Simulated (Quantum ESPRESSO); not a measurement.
# HfO2 (Pca2_1) in Quantum ESPRESSO: a series of runs, part 2 of 2

Quantum ESPRESSO 7.5. Earlier steps stand in the parts before.

**7. Single point, LDA, 11.17 Å³/atom**

File pw.in:

```
&CONTROL
  calculation = 'scf'
  prefix = 'pwscf'
  outdir = './tmp'
  pseudo_dir = './pseudo'
  tprnfor = .true.
  tstress = .true.
  disk_io = 'nowf'
/
&SYSTEM
  ibrav = 0
  nat = 12
  ntyp = 2
  ecutwfc = 45
  ecutrho = 360
  nbnd = 62
  occupations = 'smearing'
  smearing = 'fd'
  degauss = 0.00367493
/
&ELECTRONS
  conv_thr = 2.4d-09
  electron_maxstep = 120
  mixing_beta = 0.5
/
ATOMIC_SPECIES
Hf   178.4900 hf_lda_v1.uspp.F.UPF
O     15.9990 o_lda_v1.2.uspp.F.UPF
CELL_PARAMETERS angstrom
   5.2540303499    0.0000000000    0.0000000000
   0.0000000000    5.0379087863    0.0000000000
   0.0000000000    0.0000000000    5.0660150614
ATOMIC_POSITIONS crystal
Hf     0.9669940000    0.7325208200    0.7414403500
Hf     0.5330060000    0.7325208200    0.2414403500
Hf     0.4669940000    0.2674791800    0.7414403500
Hf     0.0330060000    0.2674791800    0.2414403500
O      0.6321274500    0.9286454000    0.8792672600
O      0.8678725500    0.9286454000    0.3792672600
O      0.2339485200    0.5398830500    0.4922923900
O      0.2660514800    0.5398830500    0.9922923900
O      0.7660514800    0.4601169500    0.9922923900
O      0.7339485200    0.4601169500    0.4922923900
O      0.1321274500    0.0713546000    0.8792672600
O      0.3678725500    0.0713546000    0.3792672600
K_POINTS automatic
4 5 4 0 0 0
```

Launch:

```sh
> OMP_NUM_THREADS=1 mpirun -n 2 pw.x -nk 2 -in pw.in > pw.out
```

Run time: 2.2 min. Hardware: 2 MPI ranks of Arm Neoverse V1, shared host; peak memory 0.98 GiB.

It converged, with:

```
Free energy            : -12172.4138 eV
Pressure               : -11.3 GPa
Largest force          : 0.135 eV/Å
Band gap on the k mesh : 4.29 eV, indirect (least direct gap 4.54 eV)
```

Caveat: spin-orbit coupling is left out, which moves the levels of the heavy elements; an odd mesh through Γ misses points on the zone boundary, where band edges often lie.

**8. Single point, LDA, 11.39 Å³/atom**

Edit pw.in of step 7 so:

```diff
@@ -29,5 +29,5 @@
 CELL_PARAMETERS angstrom
-   5.2540303499    0.0000000000    0.0000000000
-   0.0000000000    5.0379087863    0.0000000000
-   0.0000000000    0.0000000000    5.0660150614
+   5.2881483861    0.0000000000    0.0000000000
+   0.0000000000    5.0706233964    0.0000000000
+   0.0000000000    0.0000000000    5.0989121849
 ATOMIC_POSITIONS crystal
```

Launch:

```sh
> OMP_NUM_THREADS=1 mpirun -n 2 pw.x -nk 2 -in pw.in > pw.out
```

It took 2.4 min on 2 MPI ranks of Arm Neoverse V1, shared host; peak memory 1 GiB.

It converged, with:

- Free energy: -12172.1991 eV
- Pressure: -15.6 GPa
- Largest force: 0.192 eV/Å
- Band gap on the k mesh: 4.22 eV, indirect (least direct gap 4.46 eV)

Caveat: spin-orbit coupling is left out, which moves the levels of the heavy elements; an odd mesh through Γ misses points on the zone boundary, where band edges often lie.

**9. Single point, LDA, 11.61 Å³/atom**

Edit pw.in of step 8 so:

```diff
@@ -29,5 +29,5 @@
 CELL_PARAMETERS angstrom
-   5.2881483861    0.0000000000    0.0000000000
-   0.0000000000    5.0706233964    0.0000000000
-   0.0000000000    0.0000000000    5.0989121849
+   5.3218317680    0.0000000000    0.0000000000
+   0.0000000000    5.1029212315    0.0000000000
+   0.0000000000    0.0000000000    5.1313902082
 ATOMIC_POSITIONS crystal
```

Potentials or basis: GBRV 1.5 LDA.

Launch:

```sh
> OMP_NUM_THREADS=1 mpirun -n 2 pw.x -nk 2 -in pw.in > pw.out
```

It took 2.5 min on 2 MPI ranks of Arm Neoverse V1, shared host; peak memory 1 GiB.

The run converged. Its results:

```yaml
Free_energy: -12171.9167 eV
Pressure: -19.5 GPa
Largest_force: 0.250 eV/Å
Band_gap_on_the_k_mesh: 4.15 eV, indirect (least direct gap 4.38 eV)
```

Caveat: spin-orbit coupling is left out, which moves the levels of the heavy elements; an odd mesh through Γ misses points on the zone boundary, where band edges often lie.

**10. Equation of state, LDA**

No new run: the results of the series are fitted here.

Results:

```yaml
Equilibrium_volume: 10.71 Å³/atom
Bulk_modulus_at_fixed_shape_and_positions: 281 GPa
Pressure_derivative_of_the_bulk_modulus: 4.2
```

Energy against volume, from the lowest point:
| volume (Å³/atom) | energy (meV/atom) |
| --- | --- |
| 10.298 | 14.97 |
| 10.517 | 3.17 |
| 10.736 | 0.00 |
| 10.955 | 4.61 |
| 11.175 | 16.24 |
| 11.394 | 34.13 |
| 11.613 | 57.67 |

Caveat: the cell was scaled at fixed shape and fractional positions, which overstates the stiffness of a crystal with free parameters, most of all of layers and chains.

**11. Band structure, PBEsol**

File pw.in:

```
&CONTROL
  calculation = 'scf'
  prefix = 'pwscf'
  outdir = './tmp'
  pseudo_dir = './pseudo'
  tprnfor = .true.
  tstress = .true.
  disk_io = 'low'
/
&SYSTEM
  ibrav = 0
  A = 5.21946336
  nat = 12
  ntyp = 2
  ecutwfc = 45
  ecutrho = 360
  nbnd = 62
  occupations = 'smearing'
  smearing = 'fd'
  degauss = 0.00367493
/
&ELECTRONS
  conv_thr = 2.4d-09
  electron_maxstep = 120
  mixing_beta = 0.5
/
ATOMIC_SPECIES
Hf   178.4900 hf_pbesol_v1.uspp.F.UPF
O     15.9990 o_pbesol_v1.2.uspp.F.UPF
CELL_PARAMETERS alat
   1.0000000000    0.0000000000    0.0000000000
   0.0000000000    0.9588655662    0.0000000000
   0.0000000000    0.0000000000    0.9642150357
ATOMIC_POSITIONS alat
Hf     0.9669940000    0.7023889908    0.7149079335
Hf     0.5330060000    0.7023889908    0.2328004157
Hf     0.4669940000    0.2564765754    0.7149079335
Hf     0.0330060000    0.2564765754    0.2328004157
O      0.6321274500    0.8904460973    0.8478027125
O      0.8678725500    0.8904460973    0.3656951946
O      0.2339485200    0.5176752664    0.4746757244
O      0.2660514800    0.5176752664    0.9567832422
O      0.7660514800    0.4411902998    0.9567832422
O      0.7339485200    0.4411902998    0.4746757244
O      0.1321274500    0.0684194689    0.8478027125
O      0.3678725500    0.0684194689    0.3656951946
K_POINTS automatic
5 6 5 0 0 0
```

File bands.in:

```
&CONTROL
  calculation = 'bands'
  prefix = 'pwscf'
  outdir = './tmp'
  pseudo_dir = './pseudo'
  disk_io = 'low'
  verbosity = 'high'
/
&SYSTEM
  ibrav = 0
  A = 5.21946336
  nat = 12
  ntyp = 2
  ecutwfc = 45
  ecutrho = 360
  nbnd = 62
  occupations = 'smearing'
  smearing = 'fd'
  degauss = 0.00367493
/
&ELECTRONS
  conv_thr = 1d-08
  electron_maxstep = 120
  mixing_beta = 0.5
  diago_full_acc = .true.
/
ATOMIC_SPECIES
Hf   178.4900 hf_pbesol_v1.uspp.F.UPF
O     15.9990 o_pbesol_v1.2.uspp.F.UPF
CELL_PARAMETERS alat
   1.0000000000    0.0000000000    0.0000000000
   0.0000000000    0.9588655662    0.0000000000
   0.0000000000    0.0000000000    0.9642150357
ATOMIC_POSITIONS alat
Hf     0.9669940000    0.7023889908    0.7149079335
Hf     0.5330060000    0.7023889908    0.2328004157
Hf     0.4669940000    0.2564765754    0.7149079335
Hf     0.0330060000    0.2564765754    0.2328004157
O      0.6321274500    0.8904460973    0.8478027125
O      0.8678725500    0.8904460973    0.3656951946
O      0.2339485200    0.5176752664    0.4746757244
O      0.2660514800    0.5176752664    0.9567832422
O      0.7660514800    0.4411902998    0.9567832422
O      0.7339485200    0.4411902998    0.4746757244
O      0.1321274500    0.0684194689    0.8478027125
O      0.3678725500    0.0684194689    0.3656951946
K_POINTS crystal
60
 0.0000000000  0.0000000000  0.0000000000 1
 0.0000000000  0.1250000000  0.0000000000 1
 0.0000000000  0.2500000000  0.0000000000 1
 0.0000000000  0.3750000000  0.0000000000 1
 0.0000000000  0.5000000000  0.0000000000 1
 0.0000000000  0.5000000000  0.1250000000 1
 0.0000000000  0.5000000000  0.2500000000 1
 0.0000000000  0.5000000000  0.3750000000 1
 0.0000000000  0.5000000000  0.5000000000 1
 0.0000000000  0.3750000000  0.5000000000 1
 0.0000000000  0.2500000000  0.5000000000 1
 0.0000000000  0.1250000000  0.5000000000 1
 0.0000000000  0.0000000000  0.5000000000 1
 0.0000000000  0.0000000000  0.3750000000 1
 0.0000000000  0.0000000000  0.2500000000 1
 0.0000000000  0.0000000000  0.1250000000 1
 0.0000000000  0.0000000000  0.0000000000 1
 0.1250000000  0.0000000000  0.0000000000 1
 0.2500000000  0.0000000000  0.0000000000 1
 0.3750000000  0.0000000000  0.0000000000 1
 0.5000000000  0.0000000000  0.0000000000 1
 0.5000000000  0.1000000000  0.0000000000 1
 0.5000000000  0.2000000000  0.0000000000 1
 0.5000000000  0.3000000000  0.0000000000 1
 0.5000000000  0.4000000000  0.0000000000 1
 0.5000000000  0.5000000000  0.0000000000 1
 0.5000000000  0.5000000000  0.1000000000 1
 0.5000000000  0.5000000000  0.2000000000 1
 0.5000000000  0.5000000000  0.3000000000 1
 0.5000000000  0.5000000000  0.4000000000 1
 0.5000000000  0.5000000000  0.5000000000 1
 0.5000000000  0.4000000000  0.5000000000 1
 0.5000000000  0.3000000000  0.5000000000 1
 0.5000000000  0.2000000000  0.5000000000 1
 0.5000000000  0.1000000000  0.5000000000 1
 0.5000000000  0.0000000000  0.5000000000 1
 0.5000000000  0.0000000000  0.4000000000 1
 0.5000000000  0.0000000000  0.3000000000 1
 0.5000000000  0.0000000000  0.2000000000 1
 0.5000000000  0.0000000000  0.1000000000 1
 0.5000000000  0.0000000000  0.0000000000 1
 0.0000000000  0.0000000000  0.5000000000 1
 0.1000000000  0.0000000000  0.5000000000 1
 0.2000000000  0.0000000000  0.5000000000 1
 0.3000000000  0.0000000000  0.5000000000 1
 0.4000000000  0.0000000000  0.5000000000 1
 0.5000000000  0.0000000000  0.5000000000 1
 0.5000000000  0.5000000000  0.0000000000 1
 0.4166666667  0.5000000000  0.0000000000 1
 0.3333333333  0.5000000000  0.0000000000 1
 0.2500000000  0.5000000000  0.0000000000 1
 0.1666666667  0.5000000000  0.0000000000 1
 0.0833333333  0.5000000000  0.0000000000 1
 0.0000000000  0.5000000000  0.0000000000 1
 0.0000000000  0.5000000000  0.5000000000 1
 0.1000000000  0.5000000000  0.5000000000 1
 0.2000000000  0.5000000000  0.5000000000 1
 0.3000000000  0.5000000000  0.5000000000 1
 0.4000000000  0.5000000000  0.5000000000 1
 0.5000000000  0.5000000000  0.5000000000 1
```

Potentials or basis: GBRV 1.5 PBEsol.

Launch:

```sh
> OMP_NUM_THREADS=1 mpirun -n 2 pw.x -nk 2 -in pw.in > pw.out
> OMP_NUM_THREADS=1 mpirun -n 2 pw.x -nk 2 -in bands.in > bands.out
```

pw.out:

```text
This program is part of the open-source Quantum ESPRESSO suite
     for quantum simulation of materials; please cite
[... 6 lines left out ...]
     using ibrav=0 with symmetry is DISCOURAGED, use correct ibrav instead

     K-points division:     npool     =       2
     Subspace diagonalization in iterative solution of the eigenvalue problem:
     a serial algorithm will be used

     G-vector sticks info
     --------------------
     sticks:   dense  smooth     PW     G-vecs:    dense   smooth      PW
     Sum        2671    1339    387               102411    36187    5611

     Using Slab Decomposition

     bravais-lattice index     =            0
     lattice parameter (alat)  =       9.8634  a.u.
     unit-cell volume          =     887.1678 (a.u.)^3
     number of atoms/cell      =           12
     number of atomic types    =            2
     number of electrons       =        96.00
     number of Kohn-Sham states=           62
     kinetic-energy cutoff     =      45.0000  Ry
     charge density cutoff     =     360.0000  Ry
     scf convergence threshold =      2.4E-09
     mixing beta               =       0.5000
     number of iterations used =            8  plain     mixing
     Exchange-correlation= SLA  PW   PSX  PSC
                           (   1   4  10   8   0   0   0)

     celldm(1)=   9.863356  celldm(2)=   0.000000  celldm(3)=   0.000000
     celldm(4)=   0.000000  celldm(5)=   0.000000  celldm(6)=   0.000000

     crystal axes: (cart. coord. in units of alat)
               a(1) = (   1.000000   0.000000   0.000000 )
               a(2) = (   0.000000   0.958866   0.000000 )
               a(3) = (   0.000000   0.000000   0.964215 )

     reciprocal axes: (cart. coord. in units 2 pi/alat)
               b(1) = (  1.000000  0.000000  0.000000 )
               b(2) = (  0.000000  1.042899  0.000000 )
               b(3) = (  0.000000  0.000000  1.037113 )

     PseudoPot. # 1 for Hf read from file:
     hf_pbesol_v1.uspp.F.UPF
     Pseudo is Ultrasoft + core correction, Zval = 12.0
[... 97 lines left out ...]

     negative rho (up, down):  4.677E-01 0.000E+00
     Starting wfcs are   84 randomized atomic wfcs

     Self-consistent Calculation

     iteration #  1     ecut=    45.00 Ry     beta= 0.50
     Davidson diagonalization with overlap
     ethr =  1.00E-02,  avg # of iterations =  2.0

     negative rho (up, down):  4.488E-01 0.000E+00
[... 19 lines left out ...]
     total energy              =    -893.95765159 Ry
     estimated scf accuracy    <       0.05054804 Ry

     iteration #  4     ecut=    45.00 Ry     beta= 0.50
     Davidson diagonalization with overlap
     c_bands:  1 eigenvalues not converged
     ethr =  5.27E-05,  avg # of iterations =  8.6

     negative rho (up, down):  4.610E-01 0.000E+00

     total energy              =    -893.96751748 Ry
     estimated scf accuracy    <       0.00233342 Ry
[... 46 lines left out ...]
     iteration # 10     ecut=    45.00 Ry     beta= 0.50
     Davidson diagonalization with overlap
     ethr =  6.08E-12,  avg # of iterations =  3.1

     negative rho (up, down):  4.611E-01 0.000E+00

     End of self-consistent calculation

          k = 0.0000 0.0000 0.0000 (  4529 PWs)   bands (ev):

   -48.7301 -48.7087 -48.7084 -48.7064 -17.8388 -17.8168 -17.8108 -17.5302
   -17.4862 -17.4740 -17.4563 -17.4448 -17.4354 -17.3277 -17.3119 -17.3101
    -6.6083  -5.1493  -4.9248  -4.9087  -4.3720  -4.2675  -4.1698  -4.1245
     5.8571   5.9606   6.0951   6.7979   6.9439   7.0234   8.3522   8.4153
     8.4252   8.4442   8.9474   9.2352   9.4069   9.5382   9.6621   9.8810
    10.0651  10.2849  10.4067  10.5970  10.8636  11.3655  11.4836  11.5700
    16.4719  16.7451  16.8510  17.2960  17.4056  17.5024  17.5461  17.6478
    17.9506  18.4147  18.9953  19.0131  19.2441  19.2480
[... 377 lines left out ...]
   -48.7159 -48.7141 -48.7121 -48.7114 -17.8183 -17.8108 -17.7891 -17.7825
   -17.4303 -17.4163 -17.3982 -17.3912 -17.3701 -17.3681 -17.3567 -17.3460
    -5.5553  -5.4158  -5.3391  -5.3023  -4.3193  -4.2523  -4.2507  -4.1807
     6.8506   7.0579   7.1827   7.2660   7.4218   7.4297   7.5428   7.8019
     8.3679   8.5188   8.7605   8.8068   9.2793   9.2974   9.4031   9.6496
     9.9367   9.9981  10.0633  10.2284  10.4873  10.7154  10.7865  10.9480
    16.0059  16.1837  16.2961  16.5421  17.2825  17.3854  17.6553  17.7594
    18.3643  18.6721  18.6857  19.0081  20.1058  20.3075

     the Fermi energy is    14.2415 ev

!    total energy              =    -893.96782141 Ry
     estimated scf accuracy    <          2.0E-10 Ry
     smearing contrib. (-TS)   =      -0.00000000 Ry
     internal energy E=F+TS    =    -893.96782141 Ry

     The total energy is F=E-TS. E is the sum of the following terms:
     one-electron contribution =    -109.03607715 Ry
     hartree contribution      =     112.60935855 Ry
     xc contribution           =    -359.68116457 Ry
     ewald contribution        =    -537.85993825 Ry

     convergence has been achieved in  10 iterations

     negative rho (up, down):  4.611E-01 0.000E+00

     Forces acting on atoms (cartesian axes, Ry/au):

     atom    1 type  1   force =    -0.00113980   -0.00210623    0.00176966
     atom    2 type  1   force =     0.00113980   -0.00210623    0.00176966
     atom    3 type  1   force =    -0.00113980    0.00210623    0.00176966
     atom    4 type  1   force =     0.00113980    0.00210623    0.00176966
     atom    5 type  2   force =     0.00042970   -0.00153386    0.00090886
     atom    6 type  2   force =    -0.00042970   -0.00153386    0.00090886
     atom    7 type  2   force =     0.00063334   -0.00019239   -0.00267852
     atom    8 type  2   force =    -0.00063334   -0.00019239   -0.00267852
     atom    9 type  2   force =    -0.00063334    0.00019239   -0.00267852
     atom   10 type  2   force =     0.00063334    0.00019239   -0.00267852
     atom   11 type  2   force =     0.00042970    0.00153386    0.00090886
     atom   12 type  2   force =    -0.00042970    0.00153386    0.00090886

     Total force =     0.008909     Total SCF correction =     0.000029

     Computing stress (Cartesian axis) and pressure

     negative rho (up, down):  4.611E-01 0.000E+00
          total   stress  (Ry/bohr**3)                   (kbar)     P=       -1.11
  -0.00001094   0.00000000   0.00000000           -1.61        0.00        0.00
   0.00000000   0.00000535   0.00000000            0.00        0.79        0.00
   0.00000000   0.00000000  -0.00001709            0.00        0.00       -2.51

=------------------------------------------------------------------------------=
   JOB DONE.
=------------------------------------------------------------------------------=
```

Wall time 5.8 min (2 MPI ranks of Arm Neoverse V1, shared host); peak memory 1 GiB.

Results:

| Item | Value |
| --- | --- |
| Free energy | -12163.0518 eV |
| Pressure | -0.1 GPa |
| Largest force | 0.077 eV/Å |
| Band gap on the k mesh | 4.39 eV, indirect (least direct gap 4.61 eV) |
| Band gap along the path | 4.47 eV, indirect (least direct gap 4.59 eV) |

Forces on the atoms (eV/Å):
```
Hf  -0.029 -0.054  0.045
Hf   0.029 -0.054  0.045
Hf  -0.029  0.054  0.045
Hf   0.029  0.054  0.045
O    0.011 -0.039  0.023
O   -0.011 -0.039  0.023
O    0.016 -0.005 -0.069
O   -0.016 -0.005 -0.069
O   -0.016  0.005 -0.069
O    0.016  0.005 -0.069
O    0.011  0.039  0.023
O   -0.011  0.039  0.023
```

Levels at the corners of the path, in eV from the valence-band top:
| point | band 46 | band 47 | band 48 | band 49 | band 50 | band 51 |
| --- | --- | --- | --- | --- | --- | --- |
| Γ | -0.20 | -0.09 | 0.00 | 4.90 | 5.18 | 5.28 |
| X | -0.40 | -0.19 | -0.12 | 4.48 | 4.87 | 4.93 |
| S | -1.01 | -0.37 | -0.37 | 4.51 | 4.51 | 4.91 |
| Y | -0.36 | -0.27 | -0.27 | 4.62 | 4.62 | 5.29 |
| Γ | -0.20 | -0.09 | 0.00 | 4.90 | 5.18 | 5.28 |
| Z | -0.70 | -0.41 | -0.41 | 5.17 | 5.17 | 5.61 |
| U | -0.65 | -0.48 | -0.48 | 4.66 | 4.66 | 5.12 |
| R | -0.86 | -0.86 | -0.86 | 4.64 | 4.64 | 4.64 |
| T | -0.71 | -0.71 | -0.71 | 5.17 | 5.17 | 5.17 |
| Z | -0.70 | -0.41 | -0.41 | 5.17 | 5.17 | 5.61 |
| Y | -0.36 | -0.27 | -0.27 | 4.62 | 4.62 | 5.29 |
| T | -0.71 | -0.71 | -0.71 | 5.17 | 5.17 | 5.17 |
| U | -0.65 | -0.48 | -0.48 | 4.66 | 4.66 | 5.12 |
| X | -0.40 | -0.19 | -0.12 | 4.48 | 4.87 | 4.93 |
| S | -1.01 | -0.37 | -0.37 | 4.51 | 4.51 | 4.91 |
| R | -0.86 | -0.86 | -0.86 | 4.64 | 4.64 | 4.64 |

Caveat: spin-orbit coupling is left out, which moves the levels of the heavy elements. Expect the measured gap to be larger: semilocal functionals such as PBEsol lack the derivative discontinuity.

**12. The runs side by side**

| task | level | potentials or basis | k mesh | cutoff (eV) | form of the LDA correlation | gap on the mesh (eV) | pressure (GPa) | largest force (eV/Å) |
| --- | --- | --- | --- | --- | --- | --- | --- | --- |
| band structure | PBE | SSSP 1.3 efficiency PBE | 5 × 6 × 5 | 816 | - | 4.48 | 7.6 | 0.09 |
| equation of state | LDA | GBRV 1.5 LDA | 4 × 5 × 4 | 612 | PZ81 | - | - | - |
| band structure | PBEsol | GBRV 1.5 PBEsol | 5 × 6 × 5 | 612 | - | 4.39 | -0.1 | 0.08 |

Alike in all rows: no spin polarisation; cell as given; smearing fermi-dirac 0.05 eV.

Caveats: spin-orbit coupling is left out, which moves the levels of the heavy elements (some runs); some levels on the path didn't converge (some runs); the cell was scaled at fixed shape and fractional positions, which overstates the stiffness of a crystal with free parameters, most of all of layers and chains (some runs).

Total energies depend on the potentials used, so only differences within one code and one set of settings carry meaning.
